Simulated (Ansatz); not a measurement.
**Pressure coefficients of PbS**

```cif
data_structure
_symmetry_space_group_name_H-M 'P 1'
_symmetry_Int_Tables_number 1
_cell_length_a 4.1931
_cell_length_b 4.1931
_cell_length_c 4.1931
_cell_angle_alpha 60.000
_cell_angle_beta 60.000
_cell_angle_gamma 60.000
_cell_volume 52.13
loop_
_atom_site_label
_atom_site_type_symbol
_atom_site_fract_x
_atom_site_fract_y
_atom_site_fract_z
_atom_site_occupancy
Pb1 Pb 0.00000 0.00000 0.00000 1
S1 S 0.50000 0.50000 0.50000 1
```

The runs use the primitive cell with vectors (0.000, 2.965, 2.965), (2.965, 0.000, 2.965), (2.965, 2.965, 0.000) Å, to which the k mesh refers.

The cell is COD entry 9000001, as deposited and not checked against the literature; nothing was relaxed.

Spin–orbit coupling is left out, though it moves levels of the heavy atoms by tenths of an eV or more.

Method: DFT, PBE, all-electron LAPW, scalar-relativistic in Ansatz 0.2.0.

The runs use a Γ-centred 8×8×8 k mesh, Fermi–Dirac smearing of 0.01 eV, basis error target 0.5 meV/atom, no spin polarisation.

The cell is scaled evenly with fractional coordinates held. Semilocal gaps are too small, but their slopes carry over better.

| V/V(cell) | P (GPa) | gap on the k mesh (eV) |
| --- | --- | --- |
| 0.9400 | 6.68 | 0.101 |
| 0.9500 | 5.85 | 0.148 |
| 0.9600 | 5.06 | 0.192 |
| 0.9750 | 3.95 | 0.255 |
| 0.9800 | 3.60 | 0.276 |
| 0.9900 | 2.93 | 0.315 |
| 1.0000 | 2.29 | 0.353 |
| 1.0100 | 1.68 | 0.390 |
| 1.0200 | 1.10 | 0.424 |
| 1.0250 | 0.82 | 0.441 |
| 1.0400 | 0.03 | 0.490 |
| 1.0500 | -0.47 | 0.521 |

**Question.** From the rows at 0.9900 and 1.0100, what is the bulk modulus at the cell's volume?

**Answer.** B = −ΔP/Δln V = −[(1.68) − (2.93)]/0.02000 = 62.5 GPa. This is the modulus at 2.29 GPa, not at zero pressure.

**Question.** What are the gap's volume deformation potential and pressure coefficient?

**Answer.** dEg/dln V = (0.390 − 0.315)/0.02000 = 3.75 eV, and dEg/dP = −(dEg/dln V)/B = -60 meV/GPa: pressure narrows the gap.

**Question.** Predict the row at V/V(cell) = 1.0600. How far is a linear estimate of P off?

**Answer.** P = -0.94 GPa, gap 0.551 eV. The linear estimate P(cell) − B ln(V/V(cell)) = -1.35 GPa misses by 0.41 GPa, since the modulus falls on expansion.
